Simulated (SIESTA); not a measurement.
The system is ZnS.

```xyz
2
Lattice="0.0000 2.7020 2.7020 2.7020 0.0000 2.7020 2.7020 2.7020 0.0000" Properties=species:S:1:pos:R:3 pbc="T T T"
Zn    4.0530    4.0530    4.0530
S     0.0000    0.0000    0.0000
```

Base run:

- Program: SIESTA 5.4.2
- Functional: PBE
- Potentials or basis: SG15 1.2 (PBE files) or PseudoDojo by element
- Basis: DZP (energy shift 0.003 Ry; two zetas on semicore shells)
- Grid cutoff: 800 Ry
- Energy shift: 0.003 Ry
- k mesh: 9 × 9 × 9
- Occupations: fermi-dirac, width 0.05 eV
- Spin: no spin polarisation

Its results: band gap on the k mesh 2.46 eV, direct; pressure 2.9 GPa.

Q: The run is repeated on the same cell with these changes: potentials or basis from SG15 1.2 (PBE files) or PseudoDojo by element to PseudoDojo 0.4 standard (PBE files); basis from DZP (energy shift 0.003 Ry; two zetas on semicore shells) to TZDP (energy shift 0.003 Ry; two zetas on semicore shells). What comes out?

A: Band gap on the k mesh 2.43 eV, direct; pressure 1.8 GPa.

Caveats: the basis of atomic orbitals isn't converged, which shifts pressures, moduli and gaps; short orbitals over semicore shells can move pressures by several GPa (some runs); the valence orbitals were made in a potential fitted to the semicore shell under them, which widens gaps by tenths of an eV or more (some runs).
